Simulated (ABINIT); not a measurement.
# ZnO (zincite) (P6_3mc) in ABINIT: single point with PBE

Aim: the single point of ZnO (zincite) with PBE.

All numbers are computed with ABINIT 10.8.3 (patched build); they aren't measurements. Logs are shortened: lines on timing, memory, paths and dates and some standing lists are left out, and cuts for length are marked. The log counts tension as positive stress, the text compression.

**The experiment to reproduce.**

From “Electronic structure of alkaline earth and post-transition metal oxides”, 2009, arxiv:0908.1581, for a bulk crystal of ZnO: band gap 3.37 eV.

The runs below are set against these values where they give the same quantity.

## (1) The structure

Symmetry: P6_3mc, No. 186, hexagonal system. The conventional cell has a = 3.249 Å, b = 3.249 Å, c = 5.206 Å, α = 90.00°, β = 90.00°, γ = 120.00°. Around Zn (site symmetry 3m) lie 4 O at 1.97 to 1.98 Å. O (site symmetry 3m) has 4 Zn at 1.97 to 1.98 Å as nearest neighbours.

## (2) Single point, PBE

run.abi

```
# Pseudopotentials
pp_dirpath "./"
pseudos "Zn.upf, O.upf"

# Structure
acell 3.249308 3.249308 5.205709 Angstrom
rprim
     1.0000000000     0.0000000000     0.0000000000
    -0.5000000000     0.8660254038     0.0000000000
     0.0000000000     0.0000000000     1.0000000000
ntypat 2
znucl 30 8
natom 4
typat 1 1 2 2
xred
     0.6666666667     0.3333333333     0.0000000000
     0.3333333333     0.6666666667     0.5000000000
     0.3333333333     0.6666666667     0.8790100000
     0.6666666667     0.3333333333     0.3790100000

# Plane-wave basis
ecut 40.0

# k points
kptopt 1
ngkpt 7 7 4
nshiftk 1
shiftk 0.0 0.0 0.0

# Exchange and correlation
ixc 11

# Bands and occupations
nband 32
occopt 3
tsmear 0.05 eV

# SCF cycle
nstep 100
tolvrs 1.0e-10

# Output
iomode 3
prtwf 0
prteig 0
prtebands 0
enunit 2
prtden 1
prtvha 1
prtvclmb 1
prtpot 1
prtelf 1
```

Potentials or basis: PseudoDojo NC SR PBE v0.4.1 standard.

On the command line:

```sh
$ mpirun --bind-to none -np 4 abinit run.abi > log 2>&1
```

run.abo:

```text
.Version 10.8.3 of ABINIT
 Symmetries : space group P6_3 m c (#186); Bravais hP (primitive hexag.)
================================================================================
 Values of the parameters that define the memory need of the present run
     intxc =       0    ionmov =       0      iscf =       7    lmnmax =       6
     lnmax =       6     mgfft =      60  mpssoang =       3    mqgrid =    3001
     natom =       4  nloc_mem =       1    nspden =       1   nspinor =       1
    nsppol =       1      nsym =      12    n1xccc =    2501    ntypat =       2
    occopt =       3   xclevel =       2
       mpw =        3898          nfft =       77760          nkpt =          24
================================================================================
================================================================================

--------------------------------------------------------------------------------
------------- Echo of variables that govern the present computation ------------
--------------------------------------------------------------------------------
 -outvars: echo values of preprocessed input variables --------
            acell      6.1403022187E+00  6.1403022187E+00  9.8373643012E+00 Bohr
              amu      6.53900000E+01  1.59994000E+01
             ecut      4.00000000E+01 Hartree
           enunit           2
              ixc          11
         kptrlatt        7    0    0      0    7    0      0    0    4
          kptrlen      3.93494572E+01
            natom           4
            nband          32
            ngfft          36      36      60
             nkpt          24
            nstep         100
             nsym          12
           ntypat           2
           occopt           3
        prtebands           0
           prteig           0
           prtelf           1
           prtpot           1
         prtvclmb           1
           prtvha           1
            prtwf           0
            rprim      1.0000000000E+00  0.0000000000E+00  0.0000000000E+00
                      -5.0000000000E-01  8.6602540380E-01  0.0000000000E+00
                       0.0000000000E+00  0.0000000000E+00  1.0000000000E+00
          spgroup         186
           tolvrs      1.00000000E-10
           tsmear      1.83746611E-03 Hartree
            typat      1  1  2  2
           xangst      1.6246540000E+00  9.3799442426E-01  0.0000000000E+00
                       6.5619490340E-17  1.8759888485E+00  2.6028545000E+00
                       6.5619490340E-17  1.8759888485E+00  4.5758702681E+00
                       1.6246540000E+00  9.3799442426E-01  1.9730157681E+00
            xcart      3.0701511094E+00  1.7725525695E+00  0.0000000000E+00
                       1.2400286527E-16  3.5451051389E+00  4.9186821506E+00
                       1.2400286527E-16  3.5451051389E+00  8.6471415944E+00
                       3.0701511094E+00  1.7725525695E+00  3.7284594438E+00
             xred      6.6666666667E-01  3.3333333333E-01  0.0000000000E+00
                       3.3333333333E-01  6.6666666667E-01  5.0000000000E-01
                       3.3333333333E-01  6.6666666667E-01  8.7901000000E-01
                       6.6666666667E-01  3.3333333333E-01  3.7901000000E-01
            znucl       30.00000    8.00000

================================================================================

 chkinp: Checking input parameters for consistency.

================================================================================
== DATASET  1 ==================================================================

--- !DatasetInfo
iteration_state: {dtset: 1, }
dimensions: {natom: 4, nkpt: 24, mband: 32, nsppol: 1, nspinor: 1, nspden: 1, mpw: 3898, }
cutoff_energies: {ecut:  40.0, pawecutdg:  -1.0, }
electrons: {nelect:   5.20000000E+01, charge:   0.00000000E+00, occopt:   3.00000000E+00, tsmear:   1.83746611E-03, }
meta: {optdriver: 0, ionmov: 0, optcell: 0, iscf: 7, paral_kgb: 0, }
...

 Exchange-correlation functional for the present dataset will be:
  GGA: Perdew-Burke-Ernzerhof functional - ixc=11
  J.P.Perdew, K.Burke, M.Ernzerhof, PRL 77, 3865 (1996)

 Real(R)+Recip(G) space primitive vectors, cartesian coordinates (Bohr,Bohr^-1):
 R(1)=  6.1403022  0.0000000  0.0000000  G(1)=  0.1628584  0.0940264  0.0000000
 R(2)= -3.0701511  5.3176577  0.0000000  G(2)=  0.0000000  0.1880527  0.0000000
[... 81 lines left out ...]
pressure_GPa:   4.1784E+00
xred      :
- [  6.6667E-01,   3.3333E-01,   0.0000E+00, Zn]
- [  3.3333E-01,   6.6667E-01,   5.0000E-01, Zn]
- [  3.3333E-01,   6.6667E-01,   8.7901E-01,  O]
- [  6.6667E-01,   3.3333E-01,   3.7901E-01,  O]
cartesian_forces: # hartree/bohr
- [  2.45571190E-27,   6.07631112E-28,  -1.37794037E-03, ]
- [  2.45571190E-27,   6.07631112E-28,  -1.37794037E-03, ]
- [ -2.45571190E-27,  -1.41780593E-27,   1.37794037E-03, ]
- [ -2.45571190E-27,   2.02543704E-28,   1.37794037E-03, ]
force_length_stats: {min:   1.37794037E-03, max:   1.37794037E-03, mean:   1.37794037E-03, }
...

 Integrated electronic density in atomic spheres:
 ------------------------------------------------
 Atom  Sphere_radius  Integrated_density
    1        2.00000         18.17147080
    2        2.00000         18.17147080
    3        2.00000          6.25208100
    4        2.00000          6.25208100
================================================================================

 ----iterations are completed or convergence reached----

 Mean square residual over all n,k,spin=   13.559E-09; max=  82.086E-07
 reduced coordinates (array xred) for    4 atoms
       0.666666666667      0.333333333333      0.000000000000
       0.333333333333      0.666666666667      0.500000000000
       0.333333333333      0.666666666667      0.879010000000
       0.666666666667      0.333333333333      0.379010000000
 rms dE/dt=  7.8266E-03; max dE/dt=  1.3414E-02; dE/dt below (all hartree)
    1      -0.000000000000      0.000000000000      0.013413797539
    2      -0.000000000000      0.000000000000      0.013413797539
    3      -0.000000000000     -0.000000000000     -0.013696805186
    4      -0.000000000000     -0.000000000000     -0.013696805186

 cartesian coordinates (angstrom) at end:
    1      1.62465400000000     0.93799442425686     0.00000000000000
    2      0.00000000000000     1.87598884851371     2.60285450000000
    3      0.00000000000000     1.87598884851371     4.57587026809000
    4      1.62465400000000     0.93799442425686     1.97301576809000

 cartesian forces (hartree/bohr) at end:
    1      0.00000000000000     0.00000000000000    -0.00137794036570
    2      0.00000000000000     0.00000000000000    -0.00137794036570
    3     -0.00000000000000    -0.00000000000000     0.00137794036570
    4     -0.00000000000000     0.00000000000000     0.00137794036570
 frms,max,avg= 7.9555424E-04 1.3779404E-03   0.000E+00  0.000E+00  1.438E-05 h/b

 cartesian forces (eV/Angstrom) at end:
    1      0.00000000000000     0.00000000000000    -0.07085654251128
    2      0.00000000000000     0.00000000000000    -0.07085654251128
    3     -0.00000000000000    -0.00000000000000     0.07085654251128
    4     -0.00000000000000     0.00000000000000     0.07085654251128
 frms,max,avg= 4.0909044E-02 7.0856543E-02   0.000E+00  0.000E+00  7.397E-04 e/A
 length scales=  6.140302218721  6.140302218721  9.837364301173 bohr
              =  3.249308000000  3.249308000000  5.205709000000 angstroms
 Fermi (or HOMO) energy (hartree) =   0.16828   Average Vxc (hartree)=  -0.41238
 Eigenvalues (hartree) for nkpt=  24  k points:
 kpt#   1, nband= 32, wtk=  0.00510, kpt=  0.0000  0.0000  0.0000 (reduced coord)
  -4.38537   -4.38536   -2.70187   -2.70175   -2.70175   -2.70175   -2.70173   -2.70173
  -0.50974   -0.48279   -0.05839   -0.05839   -0.05694   -0.05322   -0.05122   -0.05122
  -0.01658   -0.01658   -0.00878   -0.00878    0.00151    0.12171    0.12171    0.14869
   0.15121    0.15121    0.18322    0.34571    0.45623    0.62645    0.62645    0.67285
      occupation numbers for kpt#   1
   2.00000    2.00000    2.00000    2.00000    2.00000    2.00000    2.00000    2.00000
   2.00000    2.00000    2.00000    2.00000    2.00000    2.00000    2.00000    2.00000
   2.00000    2.00000    2.00000    2.00000    2.00000    2.00000    2.00000    1.99995
   1.99982    1.99982    0.00059    0.00000    0.00000    0.00000    0.00000    0.00000
 prteigrs : prtvol=0 or 1, do not print more k-points.

 Fermi (or HOMO) energy (eV) =   4.57908   Average Vxc (eV)= -11.22132
 Eigenvalues (   eV  ) for nkpt=  24  k points:
 kpt#   1, nband= 32, wtk=  0.00510, kpt=  0.0000  0.0000  0.0000 (reduced coord)
-119.33194 -119.33177  -73.52161  -73.51843  -73.51835  -73.51835  -73.51776  -73.51776
 -13.87083  -13.13745   -1.58900   -1.58900   -1.54953   -1.44812   -1.39389   -1.39389
  -0.45107   -0.45107   -0.23883   -0.23883    0.04104    3.31180    3.31180    4.04604
   4.11458    4.11458    4.98562    9.40730   12.41468   17.04670   17.04670   18.30905
 prteigrs : prtvol=0 or 1, do not print more k-points.

--- !EnergyTerms
iteration_state     : {dtset: 1, }
comment             : Components of total free energy in Hartree
kinetic             :  2.07623401939696E+02
hartree             :  1.63222714542478E+02
xc                  : -5.34090567381416E+01
Ewald energy        : -2.53713067182994E+02
psp_core            :  1.06448103524919E+01
local_psp           : -4.23745805781282E+02
non_local_psp       : -1.01833296134670E+02
internal            : -4.51210299002421E+02
'-kT*entropy'       : -1.12446890489336E-07
total_energy        : -4.51210299114868E+02
total_energy_eV     : -1.22780577273793E+04
band_energy         : -5.16584892935049E+01
...

 Cartesian components of stress tensor (hartree/bohr^3)
  sigma(1 1)= -1.23358273E-04  sigma(3 2)=  0.00000000E+00
  sigma(2 2)= -1.23358275E-04  sigma(3 1)=  0.00000000E+00
  sigma(3 3)= -1.79343982E-04  sigma(2 1)=  0.00000000E+00

-Cartesian components of stress tensor (GPa)         [Pressure=  4.1784E+00 GPa]
- sigma(1 1)= -3.62932571E+00  sigma(3 2)=  0.00000000E+00
- sigma(2 2)= -3.62932574E+00  sigma(3 1)=  0.00000000E+00
- sigma(3 3)= -5.27648212E+00  sigma(2 1)=  0.00000000E+00

== END DATASET(S) ==============================================================
================================================================================

 -outvars: echo values of variables after computation  --------
            acell      6.1403022187E+00  6.1403022187E+00  9.8373643012E+00 Bohr
           etotal     -4.5121029911E+02
            fcart      2.4557119035E-27  6.0763111222E-28 -1.3779403657E-03
                       2.4557119035E-27  6.0763111222E-28 -1.3779403657E-03
                      -2.4557119035E-27 -1.4178059285E-27  1.3779403657E-03
                      -2.4557119035E-27  2.0254370407E-28  1.3779403657E-03
            rprim      1.0000000000E+00  0.0000000000E+00  0.0000000000E+00
                      -5.0000000000E-01  8.6602540380E-01  0.0000000000E+00
                       0.0000000000E+00  0.0000000000E+00  1.0000000000E+00
           strten     -1.2335827349E-04 -1.2335827468E-04 -1.7934398190E-04
                       0.0000000000E+00  0.0000000000E+00  0.0000000000E+00
           xangst      1.6246540000E+00  9.3799442426E-01  0.0000000000E+00
                       6.5619490340E-17  1.8759888485E+00  2.6028545000E+00
                       6.5619490340E-17  1.8759888485E+00  4.5758702681E+00
                       1.6246540000E+00  9.3799442426E-01  1.9730157681E+00
             xred      6.6666666667E-01  3.3333333333E-01  0.0000000000E+00
                       3.3333333333E-01  6.6666666667E-01  5.0000000000E-01
                       3.3333333333E-01  6.6666666667E-01  8.7901000000E-01
                       6.6666666667E-01  3.3333333333E-01  3.7901000000E-01
 Calculation completed.
```

It took 39 s on 4 MPI ranks of Arm Neoverse V1, shared host; peak memory 0.32 GiB.

What came out:

```
Free energy                                           : -12278.0577 eV
Pressure                                              : 4.2 GPa
Largest force                                         : 0.071 eV/Å
Band gap on the k mesh                                : 0.87 eV, direct
Valence electrons inside the program's atomic spheres : Zn 18.17; O 6.25
```

Forces on the atoms (eV/Å):
```
Zn   0.000  0.000 -0.071
Zn   0.000  0.000 -0.071
O    0.000  0.000  0.071
O    0.000  0.000  0.071
```

Levels at points of the mesh, in eV from the valence-band top:
| k point | band 24 | band 25 | band 26 | band 27 | band 28 | band 29 |
| --- | --- | --- | --- | --- | --- | --- |
| (0.00, 0.00, 0.00) | -0.07 | 0.00 | 0.00 | 0.87 | 5.29 | 8.30 |
| (0.00, 0.00, 0.50) | -0.40 | -0.40 | -0.40 | 3.53 | 3.53 | 10.19 |

## (3) Against experiment

Step 2. A measured gap of ZnO is 3.37 eV (quoted in “Electronic structure of alkaline earth and post-transition metal oxides”, 2009, arxiv:0908.1581); the calculated 0.87 eV misses it by -2.50 eV. So large a miss can be the level of theory's own, or it may mean another phase, state or a wrong row. The value is that of PBE, without temperature or zero-point motion. Semilocal functionals fall short of measured gaps as a rule.
